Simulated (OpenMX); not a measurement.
The system is Tc.

```xyz
1
Lattice="0.0000 1.9500 1.9500 1.9500 0.0000 1.9500 1.9500 1.9500 0.0000" Properties=species:S:1:pos:R:3 pbc="T T T"
Tc    0.0000    0.0000    0.0000
```

This isn't the form of Tc at room conditions, which is hcp.

```yaml
Program: OpenMX 3.8.5
Task: single point
Functional: PBE
Potentials_or_basis: OpenMX 2013 PBE set, Tc7.0-s3p2d2, grid cutoff 400 Ry
k_mesh: 13 × 13 × 13
Occupations: fermi-dirac, width 0.05 eV
Spin: no spin polarisation
```

On this cell: pressure 0.1 GPa; band gap on the k mesh none (metal or under the smearing width).

The same run follows on a disturbed copy (cell strained at random at fixed volume):

```
Tc
1.0
     0.04787    1.96905    1.97138
     2.00713    0.03456    1.98470
     1.97312    1.94836    0.06856
Tc
1
Direct
  0.99325 0.99319 0.03631
```

Q: What changes?

A: The energy (extrapolated to zero smearing) moves by +18.1 meV/atom; pressure 0.7 GPa; band gap on the k mesh none (metal or under the smearing width).

Caveats: the basis of atomic orbitals isn't converged, which shifts pressures, moduli and gaps.
